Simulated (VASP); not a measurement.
SrO, 2 atoms in the cell. It takes space group Fm-3m (No. 225, cubic). The conventional cell has a = 5.133 Å, b = 5.133 Å, c = 5.133 Å, α = 90.00°, β = 90.00°, γ = 90.00°. Sr (site symmetry m-3m) is surrounded by 6 O at 2.57 Å. O (site symmetry m-3m) is surrounded by 6 Sr at 2.57 Å. 

```yaml
Program: VASP 6.6.1
Task: band structure
Functional: PBE
Potentials_or_basis: VASP PAW PBE potentials, release 64 (Sr_sv, O)
Cutoff: 520 eV
k_mesh: 8 × 8 × 8
Occupations: gaussian, width 0.02 eV
Spin: spin-orbit coupling, no magnetisation
Ladder: free
Further_INCAR_settings: ALGO = Fast; EDIFF = 1e-07
```

Potentials or basis: VASP PAW PBE potentials, release 64 (Sr_sv, O).

Run with:

```console
$ cat potpaw_PBE.64/Sr_sv/POTCAR potpaw_PBE.64/O/POTCAR > POTCAR
$ mpirun -np 2 vasp_ncl > vasp.out
```

Hardware: 2 MPI ranks on Intel(R) Xeon(R) 6975P-C (Granite Rapids) (shared host).

**Question.** How long does it take, and how much memory?

**Answer.** It took 67 s on 2 MPI ranks on Intel(R) Xeon(R) 6975P-C (Granite Rapids) (shared host), peak memory 0.28 GiB a rank. Counts: scf iterations 54, k points 29.
